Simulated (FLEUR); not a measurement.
# MgO (Fm-3m) in FLEUR: a series of runs

Runs on MgO. Level: PBE. Tasks: single point.

Everything below comes from runs of FLEUR MaX-R8.1 (later development tree). Logs are shortened: lines on timing, memory, paths and dates and some standing lists are left out, and cuts for length are marked.

**Measured values to compare with.**

From “Electronic structure of alkaline earth and post-transition metal oxides”, 2009, arxiv:0908.1581, for a bulk crystal of MgO: band gap 7.83 eV.

How close the calculation comes is told below.

### Step 1. Starting point

The structure is cubic, space group Fm-3m (No. 225). The conventional cell has a = 4.194 Å, b = 4.194 Å, c = 4.194 Å, α = 90.00°, β = 90.00°, γ = 90.00°. Mg (site symmetry m-3m) has 6 O at 2.10 Å as nearest neighbours. Around O (site symmetry m-3m) lie 6 Mg at 2.10 Å.

The cell is a database's computed one.

### Step 2. Single point, PBE

inp.xml

```xml
<?xml version="1.0" encoding="UTF-8" standalone="no"?>
<fleurInput fleurInputVersion="0.39">
   <comment>
      MgO                                                                                                 
   </comment>
   <calculationSetup>
      <cutoffs Kmax="4.35" Gmax="13.5" GmaxXC="13.5" numbands="0"/>
      <scfLoop itmax="60" minDistance="0.00001" maxIterBroyd="15" imix="Anderson" alpha="0.05" precondParam="0.0" spinf="2.0" sdNocoIR="T"/>
      <coreElectrons ctail="T" frcor="F" kcrel="0" coretail_lmax="0"/>
      <xcFunctional name="pbe" relativisticCorrections="F"/>
      <magnetism jspins="1"/>
      <soc l_soc="F" theta="0.0" phi="0.0" spav="F"/>
      <expertModes spex="0" secvar="F"/>
      <geometryOptimization l_f="T" forcealpha="1.0" forcemix="BFGS" epsdisp="0.0005" epsforce="0.0002"/>
      <ldaU l_linMix="F" mixParam="0.05" spinf="1.0"/>
   </calculationSetup>
   <cell>
      <bzIntegration valenceElectrons="16.0" mode="hist" fermiSmearingEnergy="0.00183747">
         <kPointListSelection listName="default-1"/>
         <!-- k-points included here -->
         <xi:include xmlns:xi="http://www.w3.org/2001/XInclude" href="kpts.xml"> </xi:include>
      </bzIntegration>
      <!-- symmetry operations included here -->
      <xi:include xmlns:xi="http://www.w3.org/2001/XInclude" href="sym.xml"> </xi:include>
      <bulkLattice scale="1.0">
         <bravaisMatrix>
            <row-1>    0.0000000000000000     3.9627583151077737     3.9627583151077737</row-1>
            <row-2>    3.9627583151077737     0.0000000000000000     3.9627583151077737</row-2>
            <row-3>    3.9627583151077737     3.9627583151077737     0.0000000000000000</row-3>
         </bravaisMatrix>
      </bulkLattice>
   </cell>
   <atomSpecies>
      <species name="Magnesium (Mg)" element="Mg" atomicNumber="12">
         <mtSphere radius="1.91" gridPoints="651" logIncrement="0.017"/>
         <atomicCutoffs lmax="8" lnonsphr="6"/>
         <electronConfig flipSpins="F">
            <coreConfig>(1s1/2)</coreConfig>
            <valenceConfig>(2s1/2) (2p1/2) (2p3/2) (3s1/2)</valenceConfig>
         </electronConfig>
         <energyParameters s="3" p="2" d="3" f="4"/>
         <lo type="SCLO" l="0" n="2" eDeriv="0"/>
         <lo type="HELO" l="1" n="3" eDeriv="0"/>
         <lo type="HELO" l="1" n="3" eDeriv="1"/>
         <lo type="SCLO" l="2" n="3" eDeriv="2"/>
         <lo type="SCLO" l="3" n="4" eDeriv="2"/>
      </species>
      <species name="Oxygen (O)" element="O" atomicNumber="8">
         <mtSphere radius="1.65" gridPoints="563" logIncrement="0.019"/>
         <atomicCutoffs lmax="8" lnonsphr="6"/>
         <electronConfig flipSpins="F">
            <coreConfig>(1s1/2)</coreConfig>
            <valenceConfig>(2s1/2) (2p1/2) (2p3/2)</valenceConfig>
            <stateOccupation state="(2p1/2)" spinUp="0.666667" spinDown="0.666667"/>
            <stateOccupation state="(2p3/2)" spinUp="1.333333" spinDown="1.333333"/>
         </electronConfig>
         <energyParameters s="2" p="2" d="3" f="4"/>
         <lo type="SCLO" l="0" n="2" eDeriv="2"/>
         <lo type="SCLO" l="1" n="2" eDeriv="2"/>
         <lo type="SCLO" l="2" n="3" eDeriv="2"/>
      </species>
   </atomSpecies>
   <atomGroups>
      <atomGroup species="Magnesium (Mg)">
         <relPos label="                   1">.0000000000 .0000000000 .0000000000</relPos>
         <force calculate="T" relaxXYZ="TTT"/>
      </atomGroup>
      <atomGroup species="Oxygen (O)">
         <relPos label="                   2">1.000/2.000 1.000/2.000 1.000/2.000</relPos>
         <force calculate="T" relaxXYZ="TTT"/>
      </atomGroup>
   </atomGroups>
   <output dos="F" band="F" slice="F">
      <checks vchk="F" cdinf="F"/>
      <bandDOS minEnergy="-.5*Htr" maxEnergy="0.5*Htr" sigma="0.015" storeEVData="T"/>
      <vacuumDOS vacdos="F" integ="F" star="F" nstars="0" locx1="0.0" locy1="0.0" locx2="0.0" locy2="0.0" nstm="0" tworkf="0.0"/>
      <unfoldingBand unfoldBand="F" supercellX="1" supercellY="1" supercellZ="1"/>
      <plotting iplot="0" polar="F">
         <plot TwoD="T" vec1="  1.0  0.0  0.0" vec2="  0.0  1.0  0.0" vec3="  0.0  0.0  1.0" zero="  0.0  0.0  0.0" file="plot"/>
      </plotting>
      <chargeDensitySlicing numkpt="0" minEigenval="0.0" maxEigenval="0.0" nnne="0" pallst="F"/>
      <specialOutput eonly="F"/>
      <moessbauerParams electricFieldGradient="T" isomerShift="T" coreHyperfine="T" valenceHyperfine="T"/>
      <magneticCircularDichroism mcd="F" energyLo="-10.0" energyUp="0.0"/>
   </output>
  <!-- We include the file relax.xml here to enable relaxations (see documentation) -->
  <xi:include xmlns:xi="http://www.w3.org/2001/XInclude" href="relax.xml"> <xi:fallback/> </xi:include>
</fleurInput>
```

crystal.txt

```
MgO
&input cartesian=F /
0.0000000000  2.0970013927  2.0970013927
2.0970013927  0.0000000000  2.0970013927
2.0970013927  2.0970013927  0.0000000000
1.8897261246
1.0 1.0 1.0

2
12 0.0000000000  0.0000000000  0.0000000000
8 0.5000000000  0.5000000000  0.5000000000

&kpt div1=11 div2=11 div3=11 gamma=T /
```

Potentials or basis: all-electron, FLAPW.

Launch:

```sh
$ inpgen -f crystal.txt -profile fastHighL
$ # inp.xml edited to the form shown
$ fleur_MPI
```

Standard output:

```text
Welcome to FLEUR        (www.flapw.de)
      MaX-Release 8.1          (www.max-centre.eu)

 ========== k-point set info ==========
 Selected k-point list: default-1
 k-point list type: mesh
 11 x 11 x 11
 Number of k points: 56

 ------------Calculation Setup---------------------------
 Number of MPI-tasks      :            1
 Number of PE/node        :            1
 Number of OMP-threads    :            1
 Most efficient MPI parallelization for:
           1           2           4           7           8          14          28          56
 Additional eigenvalue parallelization possible
 Number of basis functions:          252
 Approximate size of matrices (H+S) per k-point:         0.001 GB
 --------------------------------------------------------
 Iteration:     1   Distance:      25.89345379 me/bohr^3
 Iteration:     2   Distance:      22.16156805 me/bohr^3
 Iteration:     3   Distance:       7.20437543 me/bohr^3
 Iteration:     4   Distance:       4.50263776 me/bohr^3
 Iteration:     5   Distance:       0.62167710 me/bohr^3
 Iteration:     6   Distance:       1.19178078 me/bohr^3
 Iteration:     7   Distance:       0.05533107 me/bohr^3
 Iteration:     8   Distance:       0.06103715 me/bohr^3
 Iteration:     9   Distance:       0.01851000 me/bohr^3
 Iteration:    10   Distance:       0.00096213 me/bohr^3
 Iteration:    11   Distance:       0.00095465 me/bohr^3
 Iteration:    12   Distance:       0.00011926 me/bohr^3
 Iteration:    13   Distance:       0.00003388 me/bohr^3
 Iteration:    14   Distance:       0.00000304 me/bohr^3

 ********************************************************************
 Run finished successfully
 Stop message:
   Structural relaxation: Done
 ********************************************************************
```

out.xml (last iteration):

```text
<iteration numberForCurrentRun="   15" overallNumber="   15">
         <energyParameters units="Htr">
            <atomicEP atomType="1" spin="1" branch="3s" branchLowest="-2.43" branchHighest="2.89" value="0.1353010756"/>
            <atomicEP atomType="1" spin="1" branch="2p" branchLowest="-9.99" branchHighest="-1.19" value="-1.2411442448"/>
            <atomicEP atomType="1" spin="1" branch="3d" branchLowest="-9.99" branchHighest="3.01" value="0.4116448056"/>
            <atomicEP atomType="1" spin="1" branch="4f" branchLowest="-9.99" branchHighest="5.59" value="0.5743680421"/>
            <loAtomicEP atomType="1" spin="1" branch="2s" branchLowest="-45.81" branchHighest="-2.43" value="-2.4658786208"/>
            <heloAtomicEP atomType="1" spin="1" branch="3p" branchLowest="1.88" branchHighest="1.88" value="1.8815521009"/>
            <heloAtomicEP atomType="1" spin="1" branch="3p" branchLowest="1.88" branchHighest="1.88" value="1.8815521009"/>
            <loAtomicEP atomType="1" spin="1" branch="3d" branchLowest="-9.99" branchHighest="3.01" value="0.4116454891"/>
            <loAtomicEP atomType="1" spin="1" branch="4f" branchLowest="-9.99" branchHighest="5.59" value="0.5743708441"/>
            <atomicEP atomType="2" spin="1" branch="2s" branchLowest="-18.30" branchHighest="0.27" value="-0.4161228730"/>
            <atomicEP atomType="2" spin="1" branch="2p" branchLowest="-9.99" branchHighest="0.81" value="0.0689210542"/>
            <atomicEP atomType="2" spin="1" branch="3d" branchLowest="-9.99" branchHighest="4.50" value="0.3971296227"/>
            <atomicEP atomType="2" spin="1" branch="4f" branchLowest="-9.99" branchHighest="7.77" value="0.5577803818"/>
            <loAtomicEP atomType="2" spin="1" branch="2s" branchLowest="-18.30" branchHighest="0.27" value="-0.4161228730"/>
            <loAtomicEP atomType="2" spin="1" branch="2p" branchLowest="-9.99" branchHighest="0.81" value="0.0686845030"/>
            <loAtomicEP atomType="2" spin="1" branch="3d" branchLowest="-9.99" branchHighest="4.50" value="0.3971304429"/>
         </energyParameters>
         <eigenvalues>
            <eigenvaluesAt spin="1" ikpt="1" k_x="0.00000000" k_y="0.00000000" k_z="0.00000000">
                      -2.4661590364       -1.2432968493       -1.2432968493       -1.2432968493       -0.4467731107
                       0.1897458935        0.1897458935        0.1897458935        0.3683460807        0.7733723042
                       0.7733723042        0.7733723042        0.9174278834
            </eigenvaluesAt>
            <eigenvaluesAt spin="1" ikpt="2" k_x="0.00000000" k_y="0.00000000" k_z="0.09090909">
                      -2.4661318144       -1.2435637236       -1.2433227754       -1.2433227754       -0.4433832591
                       0.1694840166        0.1876447720        0.1876447720        0.3878425695        0.7330607735
                       0.7808831476        0.7808831476        0.9616319766
            </eigenvaluesAt>
            <eigenvaluesAt spin="1" ikpt="3" k_x="0.00000000" k_y="0.00000000" k_z="0.18181818">
                      -2.4660591274       -1.2442735169       -1.2433954011       -1.2433954011       -0.4339178202
                       0.1262189483        0.1821436208        0.1821436208        0.4273511766        0.6799202057
                       0.7976885022        0.7976885022        0.9353762611
            </eigenvaluesAt>
            <eigenvaluesAt spin="1" ikpt="4" k_x="0.00000000" k_y="0.00000000" k_z="0.27272727">
                      -2.4659634272       -1.2451961140       -1.2434835584       -1.2434835584       -0.4205631256
                       0.0802381957        0.1752819162        0.1752819162        0.4621357037        0.6505442363
                       0.8065638204        0.8065638204        0.9403396711
            </eigenvaluesAt>
         </eigenvalues>
         <bandgap value="4.8599586776" units="eV"/>
         <sumValenceSingleParticleEnergies value="-12.5006143974" units="Htr"/>
         <FermiEnergy value="0.1897458935" units="Htr"/>
         <valenceDensity>
            <mtCharges spin="1">
               <mtCharge atomType="1" total="8.3041270" s="2.1152172" p="6.0987382" d="0.0749835" f="0.0125421"/>
               <mtCharge atomType="2" total="5.4047045" s="1.6028903" p="3.7976034" d="0.0036181" f="0.0004768"/>
            </mtCharges>
            <spinDependentCharge spin="1" total="16.0000000" interstitial="2.2911685" mtSpheres="13.7088315"/>
            <totalCharge value="16.0000000000"/>
         </valenceDensity>
         <coreStates atomType="     1" atomicNumber=" 12" spin="1" kinEnergy="    135.0395063479" eigValSum="    -91.6293426798" lostElectrons=" 0.000000">
            <state n="1" l="0" j="0.5" energy="-45.8146713399" weight="1.0000000000"/>
         </coreStates>
         <coreStates atomType="     2" atomicNumber="  8" spin="1" kinEnergy="     58.2984584925" eigValSum="    -36.5972834040" lostElectrons=" 0.000000">
            <state n="1" l="0" j="0.5" energy="-18.2986417020" weight="1.0000000000"/>
         </coreStates>
         <allElectronCharges>
            <spinDependentCharge spin="1" total="20.0000000" interstitial="2.2911686" mtSpheres="17.7088314"/>
            <totalCharge value="19.9999999995"/>
         </allElectronCharges>
         <moessbauerParams unitsHFF="kG" unitsIS="e/bohr^3" unitsEFG="Htr/bohr^2">
            <coreIsomerShift atomType="1" isTotal="1089.21211">
               <shell n="1" l="0" isomerShift="1089.21211"/>
            </coreIsomerShift>
            <coreIsomerShift atomType="2" isTotal="305.23394">
               <shell n="1" l="0" isomerShift="305.23394"/>
            </coreIsomerShift>
            <isomerShift atomType="1" nucleusRadius="0.0000684" averageDensity="1160.42994"/>
            <isomerShift atomType="2" nucleusRadius="0.0000595" averageDensity="320.00158"/>
            <electricFieldGradient atomType="1" VXX="0.00000" VYY="0.00000" VZZ="0.00000" asymParam="0.00000">
            </electricFieldGradient>
            <electricFieldGradient atomType="2" VXX="0.00000" VYY="0.00000" VZZ="0.00000" asymParam="0.00000">
            </electricFieldGradient>
         </moessbauerParams>
         <totalEnergy                                    value="     -275.7158540221" units="Htr">
            <sumOfEigenvalues                            value="     -140.7272404811">
               <coreElectrons value="-128.2266260838"/>
               <valenceElectrons value="-12.5006143974"/>
            </sumOfEigenvalues>
            <densityCoulombPotentialIntegral value="-384.2416399185"/>
            <densityEffectivePotentialIntegral value="-416.6540786589"/>
            <chargeDenXCDenIntegral value="-25.1457768704"/>
            <FockExchangeEnergyValence value="0.0000000000"/>
            <FockExchangeEnergyCore value="0.0000000000"/>
            <atomTypeDependentContributions atomType="1">
               <electronNucleiInteractionDifferentMTs value="237.0300905184"/>
               <MadelungTerm value="-5.9598447945"/>
            </atomTypeDependentContributions>
            <atomTypeDependentContributions atomType="2">
               <electronNucleiInteractionDifferentMTs value="88.9294943047"/>
               <MadelungTerm value="-2.4566657526"/>
            </atomTypeDependentContributions>
            <tkbTimesEntropy value="0.0000000000"/>
            <freeEnergy value="-275.7158540221"/>
            <extrapolationTo0K value="-275.7158540221"/>
         </totalEnergy>
         <totalForcesOnRepresentativeAtoms units="Htr/bohr">
            <forceTotal atomType="1" x="0.000000" y="0.000000" z="0.000000" F_x="0.00000000" F_y="0.00000000" F_z="0.00000000"/>
            <forceTotal atomType="2" x="3.962758" y="3.962758" z="3.962758" F_x="0.00000000" F_y="0.00000000" F_z="0.00000000"/>
         </totalForcesOnRepresentativeAtoms>
      </iteration>
```

It took 30 s on 1 thread of Arm Neoverse V1, shared host; peak memory 0.05 GiB.

Results:

```
Free energy                                           : -7502.6106 eV
Band gap on the k mesh                                : 4.86 eV, direct
Valence electrons inside the program's atomic spheres : Mg 8.30; O 5.40 (radii Mg 1.91, O 1.65 bohr)
```

Core levels (eV from the Fermi level):
```
atom         levels
1 Mg  1s1/2 -1251.8
 2 O   1s1/2 -503.1
```

### Step 3. Single point, PBE (atoms moved at random, drawn with an rms of 0.05 Å)

inp.xml, as its differences from that of step 2:

```diff
@@ -34,3 +34,3 @@
       <species name="Magnesium (Mg)" element="Mg" atomicNumber="12">
-         <mtSphere radius="1.91" gridPoints="651" logIncrement="0.017"/>
+         <mtSphere radius="1.91" gridPoints="621" logIncrement="0.018"/>
          <atomicCutoffs lmax="8" lnonsphr="6"/>
@@ -48,3 +48,3 @@
       <species name="Oxygen (O)" element="O" atomicNumber="8">
-         <mtSphere radius="1.65" gridPoints="563" logIncrement="0.019"/>
+         <mtSphere radius="1.65" gridPoints="539" logIncrement="0.02"/>
          <atomicCutoffs lmax="8" lnonsphr="6"/>
@@ -64,3 +64,3 @@
       <atomGroup species="Magnesium (Mg)">
-         <relPos label="                   1">.0000000000 .0000000000 .0000000000</relPos>
+         <relPos label="                   1">-.0164450000 .0205070000 -.0158170000</relPos>
          <force calculate="T" relaxXYZ="TTT"/>
@@ -68,3 +68,3 @@
       <atomGroup species="Oxygen (O)">
-         <relPos label="                   2">1.000/2.000 1.000/2.000 1.000/2.000</relPos>
+         <relPos label="                   2">-.4977480000 .4969790000 -.4930940000</relPos>
          <force calculate="T" relaxXYZ="TTT"/>
```

crystal.txt, as its differences from that of step 2:

```diff
@@ -9,4 +9,4 @@
 2
-12 0.0000000000  0.0000000000  0.0000000000
-8 0.5000000000  0.5000000000  0.5000000000
+12 -0.0164450000  0.0205070000  -0.0158170000
+8 0.5022520000  0.4969790000  0.5069060000
```

Potentials or basis: all-electron, FLAPW.

Launch:

```sh
$ inpgen -f crystal.txt -profile fastHighL
$ # inp.xml edited to the form shown
$ fleur_MPI
```

Wall time 14 min (1 thread of Arm Neoverse V1, shared host); peak memory 0.15 GiB.

The run converged. Its results:

| Item | Value |
| --- | --- |
| Free energy | -7502.5877 eV |
| Largest force | 0.539 eV/Å |
| Band gap on the k mesh | 4.86 eV, direct |
| Valence electrons inside the program's atomic spheres | Mg 8.31; O 5.41 (radii Mg 1.91, O 1.65 bohr) |

Forces on the atoms (eV/Å):
```
Mg  -0.009  0.536 -0.058
O    0.009 -0.536  0.058
```

Levels at points of the mesh, in eV from the valence-band top:
| k point | band 4 | band 5 | band 6 | band 7 | band 8 | band 9 | band 10 | band 11 | band 12 | band 13 |
| --- | --- | --- | --- | --- | --- | --- | --- | --- | --- | --- |
| (0.00, 0.00, 0.00) | -38.98 | -17.32 | -0.01 | 0.00 | 0.00 | 4.86 | 15.90 | 15.92 | 15.92 | 19.79 |

Core levels (eV from the Fermi level):
```
atom         levels
1 Mg  1s1/2 -1251.8
 2 O   1s1/2 -503.1
```

### Step 4. Against experiment

Step 2. A measured gap of MgO is 7.83 eV (quoted in “Electronic structure of alkaline earth and post-transition metal oxides”, 2009, arxiv:0908.1581); the calculated 4.86 eV misses it by -2.97 eV. The value is that of PBE, without temperature or zero-point motion. Semilocal functionals fall short of measured gaps as a rule. The cell is a database's relaxed one, not the measured one, which moves gaps too.
